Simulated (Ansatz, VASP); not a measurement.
# GaP: VASP beside Ansatz, part 2 of 2

One calculation is typed for both programs; each brings its own data sets. How far apart do they land? The structure shown is the start of the Ansatz relaxation below; VASP solves that cell, so the two are compared at the walk's first step.

VASP 6.6.1 and Ansatz 0.2.0.

So far. Step 3 (VASP: single point, LDA, start cell, pair 1): The run ends at a pressure of -1.42 GPa, with forces up to 0.072 eV/Å.

**7. VASP: single point, LDA, start cell, pair 2**

Level of this step: LDA; plane waves and PAW (P, Ga_d) (VASP).

The same cell, functional (in two slightly different forms), mesh and smearing now go to VASP, with its own data sets.

The input, INCAR:

```
SYSTEM = GaP
PREC = Accurate
ENCUT = 400
EDIFF = 1E-06
NELM = 120
ISMEAR = 0
SIGMA = 0.02
LREAL = .FALSE.
ALGO = Normal
GGA = CA
NBANDS = 15
LORBIT = 11
LWAVE = .FALSE.
LCHARG = .FALSE.
ISIF = 2
LASPH = .TRUE.
GGA_COMPAT = .FALSE.
EFERMI = MIDGAP
KPAR = 2
```

The input, POSCAR:

```
GaP
1.0
    0.0409410000      2.7356350000      2.6717300000
    2.7356350000      0.0409410000      2.6717300000
    2.7765770000      2.7765770000      0.0000000000
P Ga
1 1
Direct
    0.7514271652      0.7514271652      0.7485729254
    0.9985728348      0.9985728348      0.0014271647
```

The input, KPOINTS:

```
Automatic mesh
0
Gamma
12 12 12
0 0 0
```

The projector-augmented-wave data sets are P and Ga_d (LDA family, release 64).

Started as:

```
> mpirun -np 2 vasp_std
```

Numbers of over 12 decimals in the logs are rounded to 6 here.

What it wrote:

```text
[... set-up lines as in an earlier step ...]
 entering main loop
       N       E                     dE             d eps       ncg     rms          rms(c)
DAV:   1     0.707760368079E+02    0.70776E+02   -0.80376E+03  8556   0.150E+03
DAV:   2    -0.527764727801E+01   -0.76054E+02   -0.72920E+02  9436   0.280E+02
DAV:   3    -0.106747902662E+02   -0.53971E+01   -0.53795E+01 10577   0.638E+01
DAV:   4    -0.107609917615E+02   -0.86201E-01   -0.86180E-01 10537   0.876E+00
[...]
DAV:  10    -0.104376125166E+02    0.12171E-05   -0.50714E-05 12713   0.821E-02    0.262E-02
DAV:  11    -0.104376187135E+02   -0.61968E-05   -0.86897E-06 10587   0.426E-02    0.733E-03
DAV:  12    -0.104376184921E+02    0.22136E-06   -0.61389E-07  7364   0.820E-03
   1 F= -.10437618E+02 E0= -.10437618E+02  d E =0.000000E+00
```

From OUTCAR (step 7):

```text
  Total       -0.6011240     -0.6011240     -0.1733081     -0.5541838      0.0000000      0.0000000
  in kB      -24.0897850    -24.0897850     -6.9452453    -22.2086751      0.0000013      0.0000013
  external PRESSURE =     -18.3749384 kB  Pullay stress =       0.0000000 kB

 POSITION                                       TOTAL-FORCE (eV/Angst)
 -----------------------------------------------------------------------------------
      4.16487      4.16487      4.01522        -0.000000     -0.000000      0.067527
      2.77658      2.77658      5.33583         0.000000      0.000000     -0.067527
 -----------------------------------------------------------------------------------
    total drift:                               -0.000028     -0.000028      0.000156

  FREE ENERGIE OF THE ION-ELECTRON SYSTEM (eV)
  ---------------------------------------------------
  free  energy   TOTEN  =       -10.4376184921 eV

  energy  without entropy=      -10.4376184921  energy(sigma->0) =      -10.43761849

[... 1 part as in an earlier step ...]

[... 2 further parts left out ...]
[key lines of the parts left out:]
E-fermi :   5.2754
```

The run ends at a pressure of -1.84 GPa, with forces up to 0.068 eV/Å.

**8. Differences**

Forces (eV/Å; atoms numbered as in POSCAR):

| atom | Ansatz x, y, z | VASP x, y, z |
| --- | --- | --- |
| P1 | 0.000, 0.000, 0.067 | 0.000, 0.000, 0.068 |
| Ga2 | 0.000, 0.000, -0.067 | 0.000, 0.000, -0.068 |

The forces differ by 0.2 meV/Å r.m.s., which is 0.4 % of the r.m.s. force of 0.039 eV/Å (both taken over all components).

**9. Other set-ups**

Further runs change the set-up of one program: Ansatz's method, potentials or start, or VASP's data sets, cutoff or form of LDA. The table gives that difference for each run.

| run | r.m.s. force difference (meV/Å) |
| --- | --- |
| as above | 0.17 |
| VASP with a cutoff of 500 eV (perhaps on Ansatz's relaxed cell) | 0.36 |

**10. Ansatz: relaxation, LDA**

The two programs are compared at the cell with which this relaxation starts, whose forces are those of its first step. The cell compared in this pair holds 40.18 Å³, against 39.98 Å³ for the pair before.

The structure compared here is the start of the Ansatz relaxation; VASP solves that cell, so the two are compared at the walk's first step.

The input, input.yaml:

```yaml
crystal:
  lattice:
    - [0.0545921716, 2.7489417479, 2.6594611596]
    - [2.7489417479, 0.0545921716, 2.6594611596]
    - [2.8035339193, 2.8035339193, -1.0e-10]
  atoms:
    - { symbol: P, position: [0.7521116491, 0.7521116491, 0.7478883509] }
    - { symbol: Ga, position: [-0.0021116491, -0.0021116491, 0.0021116491] }
  conventional_axes: [[0, 0, 1], [1, -1, 0], [1, 1, -1]]
kpoints:
  mp_grid: { grid: [12, 12, 12] }
hamiltonian:
  xc: lda
  pseudopotentials: { kind: paw, azcp: { folder: soft_1 }, xc_functional: pbe }
scf:
  occupations: { method: gaussian, width: 0.02 }
output:
  forces: true
  stress: true
  eigenvalues: true
relax:
  adjacent_minimum: "off"
  f_tol: 0.001
  max_steps: 60
  cell: { stress_tol: 0.01, fix: [a, angles] }
```

Started as:

```
> ansatz run input.yaml --threads 4 --pin off --max-ram 10240MiB --backend cpu --events-out ev --progress --plain --runs-dir out
```

What it wrote:

```text
[...]
Crystal: 2 atoms, lattice volume = 40.178 Å³
Basis set: ecut = 420 eV, 797 PW (Γ)
Bands: 13, of which v1, the nominal top of the filled ones, is band 9 counted from 1 (8 counted from 0)
Symmetry: 4 space group operations
[...]
k-points: 280 of 1728 (time reversal used)
[...]
k-point 279: bands = [... 5 lower, -2.4602, 0.2510, 3.8374, 4.3036, 8.0325, 8.6815, 17.3906, 17.6008]
--- Relaxed structure (4 steps of the walk, 4 accepted, 1 SCFs on fresh bases) ---
[...]
cell:  # Å, volume = 39.9857 Å³
    - [0.054709, 2.748825, 2.646995]
    - [2.748825, 0.054709, 2.646995]
    - [2.803534, 2.803534, -1.5541736513701672e-10]
  atoms:
    - { symbol: P, position: [0.752777, 0.752777, 0.747223] }
    - { symbol: Ga, position: [-0.00277658, -0.00277658, 0.00277658] }
[key lines of the parts left out:]
SCF converged after 6 iterations
Free energy (F): -4433.746383 eV
Fermi energy:    7.566238 eV
P = ⅓ Tr σ = -1.7625 GPa (-17.625 kbar)
```

**11. VASP: single point, LDA, start cell, pair 3**

The same cell, functional (in two slightly different forms), mesh and smearing now go to VASP, with its own data sets.

INCAR is that of step 7.

The input, POSCAR:

```
GaP
1.0
    0.0545920000      2.7489420000      2.6594610000
    2.7489420000      0.0545920000      2.6594610000
    2.8035340000      2.8035340000      0.0000000000
P Ga
1 1
Direct
    0.7521116121      0.7521116121      0.7478883879
    0.9978882939      0.9978882939      0.0021117061
```

KPOINTS is that of step 7.

Started as:

```
> mpirun -np 2 vasp_std
```

What it wrote:

```text
[... set-up lines as in an earlier step ...]
 entering main loop
       N       E                     dE             d eps       ncg     rms          rms(c)
DAV:   1     0.714399158545E+02    0.71440E+02   -0.81026E+03  8669   0.150E+03
DAV:   2    -0.528810257264E+01   -0.76728E+02   -0.73520E+02  9576   0.281E+02
DAV:   3    -0.106626541210E+02   -0.53746E+01   -0.53568E+01 10479   0.634E+01
DAV:   4    -0.107487894984E+02   -0.86135E-01   -0.86108E-01 10737   0.876E+00
[...]
DAV:  10    -0.104265236715E+02    0.11176E-05   -0.51012E-05 12601   0.807E-02    0.266E-02
DAV:  11    -0.104265298451E+02   -0.61736E-05   -0.88960E-06 10680   0.423E-02    0.746E-03
DAV:  12    -0.104265296219E+02    0.22321E-06   -0.70548E-07  7329   0.850E-03
   1 F= -.10426530E+02 E0= -.10426530E+02  d E =0.000000E+00
```

OUTCAR, selected parts (step 11):

```text
  Total       -0.7543389     -0.7543389     -0.1697854     -0.7070756      0.0000000      0.0000000
  in kB      -30.0810946    -30.0810946     -6.7706047    -28.1963554      0.0000000      0.0000000
  external PRESSURE =     -22.3109313 kB  Pullay stress =       0.0000000 kB

 POSITION                                       TOTAL-FORCE (eV/Angst)
 -----------------------------------------------------------------------------------
      4.20530      4.20530      4.00042        -0.000000     -0.000000      0.063086
      2.80353      2.80353      5.30769         0.000000      0.000000     -0.063086
 -----------------------------------------------------------------------------------
    total drift:                               -0.000001     -0.000001      0.000115

  FREE ENERGIE OF THE ION-ELECTRON SYSTEM (eV)
  ---------------------------------------------------
  free  energy   TOTEN  =       -10.4265296219 eV

  energy  without entropy=      -10.4265296219  energy(sigma->0) =      -10.42652962

[... 1 part as in an earlier step ...]

[... 2 further parts left out ...]
[key lines of the parts left out:]
E-fermi :   5.1820
```

The run ends at a pressure of -2.23 GPa, with forces up to 0.063 eV/Å.

**12. Comparison**

Forces (eV/Å; atoms numbered as in POSCAR):

```
atom        Ansatz x, y, z          VASP x, y, z
  P1   0.000, 0.000, 0.063   0.000, 0.000, 0.063
 Ga2  0.000, 0.000, -0.063  0.000, 0.000, -0.063
```

The forces differ by 0.2 meV/Å r.m.s., which is 0.6 % of the r.m.s. force of 0.036 eV/Å (both taken over all components).

**13. Other set-ups**

Further runs change the set-up of one program: Ansatz's method, potentials or start, or VASP's data sets, cutoff or form of LDA. The table gives that difference for each run.

```
                         run  r.m.s. force difference (meV/Å)
                    as above                             0.21
VASP with a cutoff of 500 eV (perhaps on Ansatz's relaxed cell)                             0.36
```

**14. What came out**

| Property | Result |
| --- | --- |
| r.m.s. force difference (single point, LDA, start cell, pair 1) | 0.11 meV/Å |
| r.m.s. force difference (single point, LDA, start cell, pair 2) | 0.17 meV/Å |
| r.m.s. force difference (single point, LDA, start cell, pair 3) | 0.21 meV/Å |

In words: The r.m.s. force difference is 0.21 meV/Å (single point, LDA, start cell, pair 3), within the 12 meV/Å picked in this series as the mark of a large difference. Single point, LDA, start cell, pair 1, VASP with a cutoff of 500 eV (perhaps on Ansatz's relaxed cell): r.m.s. force difference goes from 0.11 to 0.19 meV/Å. Single point, LDA, start cell, pair 2, VASP with a cutoff of 500 eV (perhaps on Ansatz's relaxed cell): r.m.s. force difference goes from 0.17 to 0.36 meV/Å. Single point, LDA, start cell, pair 3, VASP with a cutoff of 500 eV (perhaps on Ansatz's relaxed cell): r.m.s. force difference goes from 0.21 to 0.36 meV/Å. 10 further runs of this series are not shown here. How closely two codes agree says nothing of how well the functional describes the real material.

[Lines on the potential files, build, host, timing and source positions are cut from VASP's logs without a mark.]

[Logs are printed without paths, hosts, clocks, repeated set-up lines and the standing remarks that a program may print on its own settings, such as how far it seeks lower states.]

[Hosts, paths, dates, database ids (printed as entryN), source tags and the programs' standing remarks are cut or masked in the printed files.]

[Rows of further runs with another cutoff or data set may stand on the cell that Ansatz relaxed, not on the start cell of the pair above them.]
